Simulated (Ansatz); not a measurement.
Ti3Al:

```
CELL_PARAMETERS angstrom
0.00000 3.23178 3.23178
3.23178 0.00000 3.23178
3.23178 3.23178 0.00000
ATOMIC_POSITIONS crystal
Ti 0.00000 0.00000 0.00000
Ti 0.25000 0.25000 0.25000
Ti 0.75000 0.75000 0.75000
Al 0.50000 0.50000 0.50000
```

The cell comes from a database or a generator and needn't be the stable form of this composition.

Base run:

| Property | Result |
| --- | --- |
| Program | Ansatz 0.2.0 |
| Functional | PBEsol |
| Potentials or basis | all-electron LAPW, scalar-relativistic |
| Cutoff | 235 eV |
| Density cutoff | 938 eV |
| Basis error allowed | 0.001 eV/atom |
| k mesh | 7 × 7 × 7 |
| Occupations | fermi-dirac, width 0.05 eV |
| Spin | no spin polarisation |

Its results: pressure -4.8 GPa.

Task: The run is repeated on the same cell with these changes: functional from PBEsol to LDA; basis error allowed from 0.001 eV/atom to 0.002 eV/atom. What comes out?

Result: Pressure -8.6 GPa.

Not every run made on this cell is shown here.
